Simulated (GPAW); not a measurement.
# Tl (P6_3/mmc) in GPAW: reference runs

Reference runs on Tl: the cell as given and a disturbed copy.

All numbers are computed with GPAW 26.7.0; they aren't measurements. Logs are shortened: lines on timing, memory, paths and dates and some standing lists are left out, and cuts for length are marked. The log counts tension as positive stress, the text compression.

## Step 1: The crystal as given

It takes space group P6_3/mmc (No. 194, hexagonal). Conventional cell: a = 3.456 Å, b = 3.456 Å, c = 5.525 Å, α = 90.00°, β = 90.00°, γ = 120.00°. Tl (site symmetry -6m2) has 12 Tl at 3.41 to 3.46 Å as nearest neighbours.

## Step 2: Single point, PBE

Contents of run.py:

```python
from ase import Atoms
from ase.dft.bandgap import bandgap
from ase.io import write
from ase.units import Bohr, GPa
from gpaw import GPAW, PW
from gpaw.elf import elf_from_dft_calculation

atoms = Atoms(['Tl', 'Tl'],
              cell=[[3.456, 0.0, 0.0],
                    [-1.728, 2.9929837955, 0.0],
                    [0.0, 0.0, 5.525]],
              scaled_positions=[[0.6666666667, 0.3333333333, 0.75],
                                [0.3333333333, 0.6666666667, 0.25]],
              pbc=True)

calc = GPAW(mode=PW(600),
            xc='PBE',
            kpts={'size': (9, 9, 5), 'gamma': True},
            occupations={'name': 'fermi-dirac', 'width': 0.05},
            nbands=23,
            convergence={'density': 1e-05, 'energy': 1e-05},
            maxiter=150,
            txt='gpaw.txt')
atoms.calc = calc
energy = atoms.get_potential_energy()
forces = atoms.get_forces()
stress = atoms.get_stress()
calc.write('gs.gpw')
write('result.traj', atoms)
print(f'Energy: {energy:.6f} eV')
print('Forces (eV/A):')
print(forces.round(4))
print('Stress (GPa):', (stress / GPa).round(3))
print('Fermi level:', round(calc.get_fermi_level(), 4), 'eV')
print(f'Gap: {bandgap(calc)[0]:.4f} eV, direct: {bandgap(calc, direct=True)[0]:.4f} eV')

# fields on the real-space grid
write('density.cube', atoms, data=calc.get_pseudo_density() * Bohr**3)
write('potential.cube', atoms, data=calc.get_electrostatic_potential())
write('elf.cube', atoms, data=elf_from_dft_calculation(calc).data)
```

Potentials or basis: GPAW PAW data sets (gpaw-data 1.2.1), pw.

Launch:

```console
> OMP_NUM_THREADS=1 python run.py
```

gpaw.txt:

```text
__  _  _
 | _ |_)|_||  |
 |__||  | ||/\| - 26.7.0

Input parameters:
  mode=PW(ecut=600.0),
  convergence={'density': 1e-05, 'energy': 1e-05},
  kpts=MonkhorstPack(size=(9, 9, 5), gamma=True),
  maxiter=150,
  nbands=23,
  occupations=Occupations(name='fermi-dirac', width=0.05),
  xc=XC(name='PBE')

Diagonalizing LCAO Hamiltonian
Converting LCAO to pw mode

           Tl

        Tl

Atoms  # Å, Bohr magnetons
|   | symbol |         x |        y |        z |    initial magnetic moments |
|---|--------|-----------|----------|----------|-----------------------------|
| 0 |     Tl |  1.728000 | 0.997661 | 4.143750 | ( 0.0000,  0.0000,  0.0000) |
| 1 |     Tl | -0.000000 | 1.995323 | 1.381250 | ( 0.0000,  0.0000,  0.0000) |

Unit cell  # Å
| periodic |         x |        y |        z |  lengths |     angles |
|----------|-----------|----------|----------|----------|------------|
|      yes |  3.456000 | 0.000000 | 0.000000 | 3.456000 |  90.000000 |
|      yes | -1.728000 | 2.992984 | 0.000000 | 3.456000 |  90.000000 |
|      yes |  0.000000 | 0.000000 | 5.525000 | 5.525000 | 120.000000 |

Number of symmetries: 12
Symmetry operations  # r_c * U_cc + t_c -> r_c
|    | kind |            matrix            |
|----|------|------------------------------|
|  0 |  σ   |  1, 1, 0,  0,-1, 0,  0, 0, 1 |
|  1 |  S6  |  1, 1, 0, -1, 0, 0,  0, 0,-1 |
|  2 |  E   |  1, 0, 0,  0, 1, 0,  0, 0, 1 |
|  3 |  C2  |  1, 0, 0, -1,-1, 0,  0, 0,-1 |
|  4 |  C2  |  0, 1, 0,  1, 0, 0,  0, 0,-1 |
|  5 |  C3  |  0, 1, 0, -1,-1, 0,  0, 0, 1 |
|  6 |  S6  |  0,-1, 0,  1, 1, 0,  0, 0,-1 |
|  7 |  σ   |  0,-1, 0, -1, 0, 0,  0, 0, 1 |
|  8 |  σ   | -1, 0, 0,  1, 1, 0,  0, 0, 1 |
|  9 |  i   | -1, 0, 0,  0,-1, 0,  0, 0,-1 |
| 10 |  C3  | -1,-1, 0,  1, 0, 0,  0, 0, 1 |
| 11 |  C2  | -1,-1, 0,  0, 1, 0,  0, 0,-1 |

BZ-sampling:
  Number of BZ points: 405
  Number of IBZ points: 50

  Monkhorst-Pack size: [9, 9, 5]
  Monkhorst-Pack shift: [0, 0, 0]

K-points  # in reciprocal-cell coordinates
|     |                                coordinates |     weight |
|-----|--------------------------------------------|------------|
|   0 | (  0.00000000,   0.00000000,   0.00000000) | 0.00246914 |
|   1 | (  0.00000000,   0.00000000,   0.20000000) | 0.00493827 |
|   2 | (  0.00000000,   0.00000000,   0.40000000) | 0.00493827 |
|   3 | (  0.11111111,   0.00000000,  -0.40000000) | 0.01481481 |
|   4 | (  0.11111111,   0.00000000,  -0.20000000) | 0.01481481 |
|   5 | (  0.11111111,   0.00000000,   0.00000000) | 0.01481481 |
|   6 | (  0.11111111,   0.00000000,   0.20000000) | 0.01481481 |
|   7 | (  0.11111111,   0.00000000,   0.40000000) | 0.01481481 |
|   8 | (  0.22222222,  -0.11111111,   0.00000000) | 0.01481481 |
|   9 | (  0.22222222,  -0.11111111,   0.20000000) | 0.02962963 |
| ... |                                            |            |
|  49 | (  0.44444444,   0.44444444,   0.40000000) | 0.02962963 |

Plane wave coefficients: 1917
Cutoff: 600.0 eV

Spin-components: 1 (collinear spins)
Bands:           23
Projectors:      12
Spin-degeneracy: 2
Datatype:        complex128

Density:
  Valence electrons: 26.0
  Components: 1
  Grid points: [20 20 32]
  Charge: 0.0  # |e|

Potential:
  Grid points: [20 20 32]

species:
  Tl:
    name:    Thallium
    Z:       81.0
    valence: 13
    core:    68
    charge:  0.0  # [|e|]
    compensation charges:
      type: gauss
      rc: 0.38  # [Å]
      lmax: 2
    cutoffs:
      filter: 2.11  # [Å]
      core: 2.55  # [Å]
    projectors
    | kind |    occ | energy [eV] | rcut [Å] |
    |------|--------|-------------|----------|
    |   6s |  2.000 |      -9.493 |    1.212 |
    |   6p |  1.000 |      -2.379 |    1.270 |
    |   5d | 10.000 |     -15.517 |    1.191 |
    |    s |        |      17.718 |    1.212 |
    |    p |        |      24.832 |    1.270 |
    |    d |        |      11.695 |    1.191 |

    Using partial waves for Tl as LCAO basis

Reference energy: -1100089.960543  # eV

eigensolver:
  PPCG
  Converge bands: occupied
  niter=2

density mixing:
  MSR1-Mixer
  Pratt-step length: 0.05
  Maximum mixing coefficient: 0.75
  Old densities: 10
  SVD Regularization: 0.005
  Good broyden scale: 1.0
  Trust region scale: 1.0
  Backstep threshold: 4.0
  History deletion threshold: 6.0
  Fourier metric: weight=20.0, sigma=0.015

occupation numbers:
  Fermi-Dirac:
    width: 0.0500  # eV

poisson solver:
  ecut: 4800.0  # eV

xc functional:
[... 9 lines left out ...]
|iter     | |      energy | eigst |  dens |
|---------|-|-------------|-------|-------|
|iter:   1| |   -5.033088 | -0.39 |       |
|iter:   2| |   -5.022142 | -2.50 | -1.58 |
|iter:   3| |   -4.959065 | -2.23 | -1.62 |
|iter:   4| |   -4.959910 | -3.40 | -2.16 |
|iter:   5| |   -4.960576 | -4.07 | -2.49 |
|iter:   6| |   -4.960586 | -5.72 | -3.87 |
|iter:   7| |   -4.960586c| -6.70 | -4.07 |
|iter:   8| |   -4.960587c| -6.86 | -4.43 |
|iter:   9| |   -4.960587c| -7.72c| -5.29c|

Converged in 9 steps
Energy contributions relative to reference atoms: (reference = -1100089.960543)

Energy contributions:
  Kinetic:          10.969649
  Coulomb:          -9.822462
  Zero:              0.167505
  External:          0.000000
  Xc:               -6.267966
  Entropy:          -0.014625
  Spinorbit:         0.000000
  ----------------------------
  Free energy:      -4.967899
  Extrapolated:     -4.960587

dipole moment: (0.000001, 0.000003, 0.000005)  # |e|*Ang

Fermi level: 7.247
Eigenvalues  # (at kpt = [0.000, 0.000, 0.000])
| band index |      eig [eV] | occ [0-2] |
|------------|---------------|-----------|
|          0 |        -4.525 |     2.000 |
|        ... |               |           |
|          5 |        -4.225 |     2.000 |
|          6 |        -4.161 |     2.000 |
|          7 |        -4.161 |     2.000 |
|          8 |        -3.822 |     2.000 |
|          9 |        -3.822 |     2.000 |
|         10 |        -2.733 |     2.000 |
|         11 |         2.225 |     2.000 |
|         12 |         4.405 |     2.000 |
|         13 |        15.206 |     0.000 |
|         14 |        15.206 |     0.000 |
|         15 |        17.280 |     0.000 |
|         16 |        17.280 |     0.000 |
|         17 |        17.613 |     0.000 |
|         18 |        18.126 |     0.000 |
|         19 |        18.155 |     0.000 |
|         20 |        20.314 |     0.000 |
|        ... |               |           |
|         22 |        22.054 |     0.000 |

No gap
No difference between direct/indirect transitions

Forces  # eV/Ang
|       x |        y |        z |
|---------|----------|----------|
| 0.00000 |  0.00000 |  0.00002 |  # Tl   0
| 0.00000 | -0.00000 | -0.00002 |  # Tl   1

Stress tensor  # eV/Ang^3
|         x |         y |         z |
|-----------|-----------|-----------|
| -0.016385 | -0.000000 |  0.000000 |
| -0.000000 | -0.016385 |  0.000000 |
|  0.000000 |  0.000000 | -0.025028 |

# Writing to gs.gpw (mode='')
```

Wall time 14 s (1 thread of Intel Xeon 6975P-C (Granite Rapids), shared host); peak memory 0.19 GiB.

What came out:

* Free energy: -4.9679 eV
* Pressure: 3.1 GPa
* Band gap on the k mesh: none (metal or under the smearing width)

Spin-orbit coupling is left out, which matters for the levels of Tl.

## Step 3: Single point, PBE (atoms moved at random, drawn with an rms of 0.05 Å)

Edit run.py of step 2 so:

```diff
@@ -3,5 +3,4 @@
 from ase.io import write
-from ase.units import Bohr, GPa
+from ase.units import GPa
 from gpaw import GPAW, PW
-from gpaw.elf import elf_from_dft_calculation
 
@@ -11,4 +10,4 @@
                     [0.0, 0.0, 5.525]],
-              scaled_positions=[[0.6666666667, 0.3333333333, 0.75],
-                                [0.3333333333, 0.6666666667, 0.25]],
+              scaled_positions=[[0.667496, 0.319638, 0.741252],
+                                [0.329032, 0.662754, 0.242871]],
               pbc=True)
@@ -35,6 +34 @@
 print(f'Gap: {bandgap(calc)[0]:.4f} eV, direct: {bandgap(calc, direct=True)[0]:.4f} eV')
-
-# fields on the real-space grid
-write('density.cube', atoms, data=calc.get_pseudo_density() * Bohr**3)
-write('potential.cube', atoms, data=calc.get_electrostatic_potential())
-write('elf.cube', atoms, data=elf_from_dft_calculation(calc).data)
```

Potentials or basis: GPAW PAW data sets (gpaw-data 1.2.1), pw.

Launch:

```console
> OMP_NUM_THREADS=1 python run.py
```

Run time: 50 s. Hardware: 1 thread of Intel Xeon 6975P-C (Granite Rapids), shared host; peak memory 0.35 GiB.

The run converged. Its results:

```yaml
Free_energy: -4.9675 eV
Pressure: 3.1 GPa
Largest_force: 0.030 eV/Å
Band_gap_on_the_k_mesh: none (metal or under the smearing width)
```

Forces in eV/Å, atoms in the order of the input:
```
Tl  -0.007  0.007  0.028
Tl   0.007 -0.007 -0.029
```

Stress tensor (GPa, compression positive):
```
2.49 0.16 0.00
0.16 2.76 0.00
0.00 0.00 4.02
```

Levels at points of the mesh, in eV from the Fermi level:
```csv
k point,band 11,band 12,band 13,band 14,band 15,band 16
"(0.00, 0.00, 0.00)",-9.98,-5.02,-2.84,7.89,8.03,9.91
```

## Step 4: Equation of state, PBE

Contents of run.py:

```python
from ase import Atoms
from ase.eos import EquationOfState
from ase.io import Trajectory
from ase.units import GPa
from gpaw import GPAW, PW

atoms = Atoms(['Tl', 'Tl'],
              cell=[[3.456, 0.0, 0.0],
                    [-1.728, 2.9929837955, 0.0],
                    [0.0, 0.0, 5.525]],
              scaled_positions=[[0.6666666667, 0.3333333333, 0.75],
                                [0.3333333333, 0.6666666667, 0.25]],
              pbc=True)

traj = Trajectory('eos.traj', 'w')
volumes, energies = [], []
for x in [0.94, 0.96, 0.98, 1.0, 1.02, 1.04, 1.06]:
    a = atoms.copy()
    a.set_cell(atoms.cell * x**(1 / 3), scale_atoms=True)
    calc = GPAW(mode=PW(600),
                xc='PBE',
                kpts={'size': (9, 9, 5), 'gamma': True},
                occupations={'name': 'fermi-dirac', 'width': 0.05},
                nbands=23,
                convergence={'density': 1e-05, 'energy': 1e-05},
                maxiter=150,
                txt=f'eos-{x:.2f}.txt')
    a.calc = calc
    energies.append(a.get_potential_energy(force_consistent=True))
    volumes.append(a.get_volume())
    p = -a.get_stress()[:3].mean() / GPa
    calc.write(f'eos-{x:.2f}.gpw')
    traj.write(a)
    print(f'{x:.2f} {volumes[-1]:10.4f} A^3 {energies[-1]:14.6f} eV {p:9.3f} GPa', flush=True)

v0, e0, B = EquationOfState(volumes, energies, eos='birchmurnaghan').fit()
print(f'V0 = {v0:.4f} A^3, E0 = {e0:.6f} eV, B0 = {B / GPa:.2f} GPa')
```

Launch:

```console
> OMP_NUM_THREADS=1 python run.py
```

Wall time 89 s (1 thread of Intel Xeon 6975P-C (Granite Rapids), shared host); peak memory 0.34 GiB.

It converged, with:

- Equilibrium volume: 31.27 Å³/atom (rough: see the caveat)
- Bulk modulus at fixed shape and positions: 27 GPa (rough)

Energy against volume, from the lowest point:
| volume (Å³/atom) | energy (meV/atom) |
| --- | --- |
| 26.860 | 69.47 |
| 27.432 | 49.57 |
| 28.003 | 33.52 |
| 28.575 | 20.90 |
| 29.146 | 11.32 |
| 29.718 | 4.46 |
| 30.289 | 0.00 |

Caveat: the minimum lies outside the volumes run; the cell was scaled at fixed shape and fractional positions, which overstates the stiffness of a crystal with free parameters, most of all of layers and chains. Spin-orbit coupling is left out, which matters for the levels of Tl.

## Step 5: Summary

```csv
task,cell,gap on the mesh (eV),pressure (GPa)
single point,as given,none,3.1
single point,"atoms moved at random, drawn with an rms of 0.05 Å",none,3.1
equation of state,as given,-,-
```

Alike in all rows: level PBE; potentials or basis GPAW PAW data sets (gpaw-data 1.2.1), pw; no spin polarisation; k mesh 9 × 9 × 5; cutoff (eV) 600; smearing fermi-dirac 0.05 eV.

Caveats: the minimum lies outside the volumes run (some runs); the cell was scaled at fixed shape and fractional positions, which overstates the stiffness of a crystal with free parameters, most of all of layers and chains (some runs).

Absolute energies hang on the potentials; compare differences alone.
